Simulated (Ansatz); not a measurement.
## ZrSe2 in Ansatz: convergence with ecutfock ratio

ZrSe2:

```xyz
3
Lattice="3.7980 0.0000 0.0000 -1.8990 3.2892 0.0000 0.0000 0.0000 6.1920" Properties=species:S:1:pos:R:3 pbc="T T T"
Zr    0.0000    0.0000    0.0000
Se    1.8990    1.0964    4.6440
Se    0.0000    2.1928    1.5480
```

* Program: Ansatz 0.2.0
* Task: convergence study
* Functional: PBE0
* Potentials or basis: Ansatz PAW earlier set
* Cutoff: 580 eV
* Density cutoff: 2320 eV
* k mesh: 4 × 4 × 3
* Occupations: cold, width 0.1 eV
* Spin: no spin polarisation

These are the settings of the first run; the series varies ecutfock ratio, with any setting tied to it.

Hardware: 2 threads of Intel(R) Xeon(R) Processor @ 2.50GHz (Skylake/Cascade Lake) (shared host).

| ecutfock ratio | energy less the tightest run, at zero smearing (meV/atom) | SCF cycles | CPU time (s) | peak memory (GiB) |
| --- | --- | --- | --- | --- |
| 1 | 15.34 | 22 | 180 | 1.4 |
| 2 | 0.16 | 22 | 210 | 1.6 |
| 3 | 0.00 | 22 | 230 | 1.8 |
| 4 | 0.00 | 22 | 240 | 1.9 |

Against the tightest run, the energy stays within 1 meV/atom from 2 on. The tightest run that finished is the yardstick and may itself not be fully converged.

Caveat, for the tightest run too: the k mesh is coarse (spacing up to 0.48 Å⁻¹), so the values aren't converged, least of all with exact exchange.
